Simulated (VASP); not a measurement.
Write the native input for VASP 6.6.1 that does the following.

```yaml
Task: single point
Functional: PBE
Potentials_or_basis: VASP PAW PBE potentials, release 54 (Ru_pv)
Cutoff: 520 eV
k_mesh: 11 × 11 × 6
Occupations: gaussian, width 0.02 eV
Spin: no spin polarisation
Further_INCAR_settings: ALGO = Normal; EDIFF = 1e-06; NBANDS = 21
```

The structure of Ru lies in POSCAR:

```
Ru
1.0
    2.7058000000      0.0000000000      0.0000000000
   -1.3529000000      2.3432915376      0.0000000000
    0.0000000000      0.0000000000      4.2819000000
Ru
2
Direct
    0.6666666667      0.3333333333      0.7500000000
    0.3333333333      0.6666666667      0.2500000000
```

The input as run:

INCAR

```
PREC = Accurate
ENCUT = 520
EDIFF = 1E-6
ISMEAR = 0
SIGMA = 0.02
LREAL = False
LASPH = True
NELM = 100
ALGO = Normal
ISIF = 2
LWAVE = False
LCHARG = True
GGA = PE
LELF = True
LVHAR = True
NBANDS = 21
```

KPOINTS

```
regular mesh
0
Gamma
  11 11 6
```

Potentials or basis: VASP PAW PBE potentials, release 54 (Ru_pv).

Command:

```sh
$ cat potpaw_PBE.54/Ru_pv/POTCAR > POTCAR
$ mpirun -np 1 vasp_std > vasp.out
```

Results of the run:

```json
{"Pressure": "4.4 GPa", "Band gap on the k mesh": "none (metal or under the smearing width)"}
```

Run time: 16 s on 1 thread of Intel(R) Xeon(R) Platinum 8488C (Sapphire Rapids), on a shared host, peak memory 0.15 GiB.
